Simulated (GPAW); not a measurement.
# ZrC (P6_3/mmc) in GPAW: single point with LDA

Aim: the single point of ZrC with LDA.

Everything below comes from runs of GPAW 26.7.0. Logs are shortened: lines on timing, memory, paths and dates and some standing lists are left out, and cuts for length are marked. The log counts tension as positive stress, the text compression.

### Step 1. The structure

Symmetry: P6_3/mmc, No. 194, hexagonal system. Conventional cell: a = 3.391 Å, b = 3.391 Å, c = 5.290 Å, α = 90.00°, β = 90.00°, γ = 120.00°. Zr (site symmetry -6m2) has 6 C at 2.36 Å as nearest neighbours. Around C (site symmetry -3m) lie 6 Zr at 2.36 Å and 2 C at 2.65 Å.

The cell comes from a database or a generator and needn't be the stable form of this composition.

### Step 2. Single point, LDA

run.py

```python
from ase import Atoms
from ase.dft.bandgap import bandgap
from ase.io import write
from ase.units import GPa
from gpaw import GPAW, PW

atoms = Atoms(['Zr', 'Zr', 'C', 'C'],
              cell=[[3.3914762718, 0.0, 0.0],
                    [-1.6957381359, 2.9371046077, 0.0],
                    [0.0, 0.0, 5.290053]],
              scaled_positions=[[0.6666666667, 0.3333333333, 0.75],
                                [0.3333333333, 0.6666666667, 0.25],
                                [0.0, 0.0, 0.5],
                                [0.0, 0.0, 0.0]],
              pbc=True)

calc = GPAW(mode=PW(600),
            xc='LDA',
            kpts={'size': (7, 7, 4), 'gamma': True},
            occupations={'name': 'fermi-dirac', 'width': 0.05},
            nbands=31,
            maxiter=120,
            txt='gpaw.txt')
atoms.calc = calc
energy = atoms.get_potential_energy()
forces = atoms.get_forces()
stress = atoms.get_stress()
calc.write('gs.gpw')
write('result.traj', atoms)
print(f'Energy: {energy:.6f} eV')
print('Forces (eV/A):')
print(forces.round(4))
print('Stress (GPa):', (stress / GPa).round(3))
print('Fermi level:', round(calc.get_fermi_level(), 4), 'eV')
print(f'Gap: {bandgap(calc)[0]:.4f} eV, direct: {bandgap(calc, direct=True)[0]:.4f} eV')
```

Potentials or basis: the program's PAW data sets (release 1.2.1) made for this functional, pw.

The run is started by

```bash
$ OMP_NUM_THREADS=1 python run.py
```

gpaw.txt:

```text
__  _  _
 | _ |_)|_||  |
 |__||  | ||/\| - 26.7.0

Input parameters:
  mode=PW(ecut=600.0),
  kpts=MonkhorstPack(size=(7, 7, 4), gamma=True),
  maxiter=120,
  nbands=31,
  occupations=Occupations(name='fermi-dirac', width=0.05),
  xc=XC(name='LDA')

Diagonalizing LCAO Hamiltonian
Converting LCAO to pw mode

            Zr

       C Zr

       C

Atoms  # Å, Bohr magnetons
|   | symbol |         x |        y |        z |    initial magnetic moments |
|---|--------|-----------|----------|----------|-----------------------------|
| 0 |     Zr |  1.695738 | 0.979035 | 3.967540 | ( 0.0000,  0.0000,  0.0000) |
| 1 |     Zr | -0.000000 | 1.958070 | 1.322513 | ( 0.0000,  0.0000,  0.0000) |
| 2 |      C |  0.000000 | 0.000000 | 2.645027 | ( 0.0000,  0.0000,  0.0000) |
| 3 |      C |  0.000000 | 0.000000 | 0.000000 | ( 0.0000,  0.0000,  0.0000) |

Unit cell  # Å
| periodic |         x |        y |        z |  lengths |     angles |
|----------|-----------|----------|----------|----------|------------|
|      yes |  3.391476 | 0.000000 | 0.000000 | 3.391476 |  90.000000 |
|      yes | -1.695738 | 2.937105 | 0.000000 | 3.391476 |  90.000000 |
|      yes |  0.000000 | 0.000000 | 5.290053 | 5.290053 | 120.000000 |

Number of symmetries: 12
Symmetry operations  # r_c * U_cc + t_c -> r_c
|    | kind |            matrix            |
|----|------|------------------------------|
|  0 |  σ   |  1, 1, 0,  0,-1, 0,  0, 0, 1 |
|  1 |  S6  |  1, 1, 0, -1, 0, 0,  0, 0,-1 |
|  2 |  E   |  1, 0, 0,  0, 1, 0,  0, 0, 1 |
|  3 |  C2  |  1, 0, 0, -1,-1, 0,  0, 0,-1 |
|  4 |  C2  |  0, 1, 0,  1, 0, 0,  0, 0,-1 |
|  5 |  C3  |  0, 1, 0, -1,-1, 0,  0, 0, 1 |
|  6 |  S6  |  0,-1, 0,  1, 1, 0,  0, 0,-1 |
|  7 |  σ   |  0,-1, 0, -1, 0, 0,  0, 0, 1 |
|  8 |  σ   | -1, 0, 0,  1, 1, 0,  0, 0, 1 |
|  9 |  i   | -1, 0, 0,  0,-1, 0,  0, 0,-1 |
| 10 |  C3  | -1,-1, 0,  1, 0, 0,  0, 0, 1 |
| 11 |  C2  | -1,-1, 0,  0, 1, 0,  0, 0,-1 |

BZ-sampling:
  Number of BZ points: 196
  Number of IBZ points: 28

  Monkhorst-Pack size: [7, 7, 4]
  Monkhorst-Pack shift: [0.0, 0.0, 0.125]

K-points  # in reciprocal-cell coordinates
|     |                                coordinates |     weight |
|-----|--------------------------------------------|------------|
|   0 | (  0.00000000,   0.00000000,   0.00000000) | 0.00510204 |
|   1 | (  0.00000000,   0.00000000,   0.25000000) | 0.01020408 |
|   2 | (  0.00000000,   0.00000000,   0.50000000) | 0.00510204 |
|   3 | (  0.14285714,   0.00000000,  -0.25000000) | 0.03061224 |
|   4 | (  0.14285714,   0.00000000,   0.00000000) | 0.03061224 |
|   5 | (  0.14285714,   0.00000000,   0.25000000) | 0.03061224 |
|   6 | (  0.14285714,   0.00000000,   0.50000000) | 0.03061224 |
|   7 | (  0.28571429,  -0.14285714,   0.00000000) | 0.03061224 |
|   8 | (  0.28571429,  -0.14285714,   0.25000000) | 0.06122449 |
|   9 | (  0.28571429,  -0.14285714,   0.50000000) | 0.03061224 |
| ... |                                            |            |
|  27 | (  0.42857143,   0.42857143,   0.50000000) | 0.03061224 |

Plane wave coefficients: 1773
Cutoff: 600.0 eV

Spin-components: 1 (collinear spins)
Bands:           31
Projectors:      22
Spin-degeneracy: 2
Datatype:        complex128

Parallelization:
  kpt:    1
  domain: 1
  band:   1

Density:
  Valence electrons: 32.0
  Components: 1
  Grid points: [20 20 30]
  Charge: 0.0  # |e|

Potential:
  Grid points: [20 20 30]

species:
  Zr:
    name:    Zirconium
    Z:       40.0
    valence: 12
    core:    28
    charge:  0.0  # [|e|]
    compensation charges:
      type: gauss
      rc: 0.40  # [Å]
      lmax: 2
    cutoffs:
      filter: 2.39  # [Å]
      core: 1.59  # [Å]
    projectors
    | kind |    occ | energy [eV] | rcut [Å] |
    |------|--------|-------------|----------|
    |   4s |  2.000 |     -54.491 |    1.323 |
    |   5s |  2.000 |      -4.587 |    1.323 |
    |   4p |  6.000 |     -32.510 |    1.334 |
    |   5p |  0.000 |      -1.548 |    1.334 |
    |   4d |  2.000 |      -3.736 |    1.244 |
    |    d |        |      23.475 |    1.244 |

    Using partial waves for Zr as LCAO basis

  C:
    name:    Carbon
    Z:       6.0
    valence: 4
    core:    2
    charge:  0.0  # [|e|]
    compensation charges:
      type: gauss
      rc: 0.20  # [Å]
      lmax: 2
    cutoffs:
      filter: 1.14  # [Å]
      core: 1.14  # [Å]
    projectors
    | kind |    occ | energy [eV] | rcut [Å] |
    |------|--------|-------------|----------|
    |   2s |  2.000 |     -13.639 |    0.635 |
    |   2p |  2.000 |      -5.414 |    0.635 |
    |    s |        |      13.573 |    0.635 |
    |    p |        |      21.797 |    0.635 |
    |    d |        |       0.000 |    0.635 |

    Using partial waves for C as LCAO basis

Reference energy: -197610.730467  # eV

eigensolver:
  PPCG
  Converge bands: occupied
  niter=2

density mixing:
  MSR1-Mixer
  Pratt-step length: 0.05
  Maximum mixing coefficient: 0.75
  Old densities: 10
  SVD Regularization: 0.005
  Good broyden scale: 1.0
  Trust region scale: 1.0
  Backstep threshold: 4.0
  History deletion threshold: 6.0
  Fourier metric: weight=20.0, sigma=0.015

occupation numbers:
  Fermi-Dirac:
    width: 0.0500  # eV

poisson solver:
  ecut: 4800.0  # eV

xc functional:
  name: None

convergence criteria:
- Maximum [total energy] change in last 3 cyles: 0.0005 eV / valence electron
- Maximum integral of absolute [dens]ity change: 0.0001 electrons / valence electron
- Maximum integral of absolute [eigenst]ate change: 4e-08 eV^2 / valence electron
maximum number of iterations: 120

SCF iterations
|iter     | |      energy | eigst |  dens |
|---------|-|-------------|-------|-------|
|iter:   1| |  -43.148315 | +0.12 |       |
|iter:   2| |  -41.951025 | -1.38 | -0.82 |
|iter:   3| |  -39.750343 | -1.01 | -0.90 |
|iter:   4| |  -39.741146 | -2.90 | -1.60 |
|iter:   5| |  -39.741622c| -3.23 | -1.81 |
|iter:   6| |  -39.741644c| -4.61 | -2.83 |
|iter:   7| |  -39.741657c| -5.80 | -3.41 |
|iter:   8| |  -39.741656c| -6.85 | -3.91 |
|iter:   9| |  -39.741656c| -7.68c| -4.11c|

Converged in 9 steps
Energy contributions relative to reference atoms: (reference = -197610.730467)

Energy contributions:
  Kinetic:          16.435375
  Coulomb:         -21.204902
  Zero:              0.725239
  External:          0.000000
  Xc:              -35.695596
  Entropy:          -0.003544
  Spinorbit:         0.000000
  ----------------------------
  Free energy:     -39.743428
  Extrapolated:    -39.741656

dipole moment: (-6.743622, -11.680296, -10.518757)  # |e|*Ang

Fermi level: 10.289
Eigenvalues  # (at kpt = [0.000, 0.000, 0.000])
| band index |      eig [eV] | occ [0-2] |
|------------|---------------|-----------|
|          0 |       -37.905 |     2.000 |
|        ... |               |           |
|          7 |       -15.620 |     2.000 |
|          8 |        -1.344 |     2.000 |
|          9 |         2.383 |     2.000 |
|         10 |         4.442 |     2.000 |
|         11 |         7.514 |     2.000 |
|         12 |         7.514 |     2.000 |
[... 8 lines left out ...]
|         21 |        13.519 |     0.000 |
|         22 |        14.704 |     0.000 |
|        ... |               |           |
|         30 |        23.956 |     0.000 |

No gap
No difference between direct/indirect transitions

Forces  # eV/Ang
|        x |        y |        z |
|----------|----------|----------|
| -0.00000 | -0.00000 | -0.00003 |  # Zr   0
|  0.00000 |  0.00000 |  0.00003 |  # Zr   1
|  0.00000 |  0.00000 |  0.00000 |  # C    2
| -0.00000 | -0.00000 |  0.00000 |  # C    3

Stress tensor  # eV/Ang^3
|        x |        y |        z |
|----------|----------|----------|
| 0.089576 | 0.000000 | 0.000000 |
| 0.000000 | 0.089576 | 0.000000 |
| 0.000000 | 0.000000 | 0.065645 |

# Writing to gs.gpw (mode='')
```

stdout:

```text
Energy: -39.741656 eV
Forces (eV/A):
[[-0. -0. -0.]
 [ 0.  0.  0.]
 [ 0.  0.  0.]
 [-0. -0.  0.]]
Stress (GPa): [14.352 14.352 10.517  0.     0.     0.   ]
Fermi level: 10.289 eV
Gap: 0.0000 eV, direct: 0.0000 eV
```

It took 28 s on 1 thread of Arm Neoverse V1, shared host; peak memory 0.18 GiB.

Results:

```yaml
Free_energy: -39.7434 eV
Pressure: -13.1 GPa
Band_gap_on_the_k_mesh: none (metal or under the smearing width)
```

Stress tensor (GPa, compression positive):
```
-14.35   0.00   0.00
  0.00 -14.35   0.00
  0.00   0.00 -10.52
```

Caveat: the cutoff is short for stress and forces, so pressures can be off by a GPa or more.
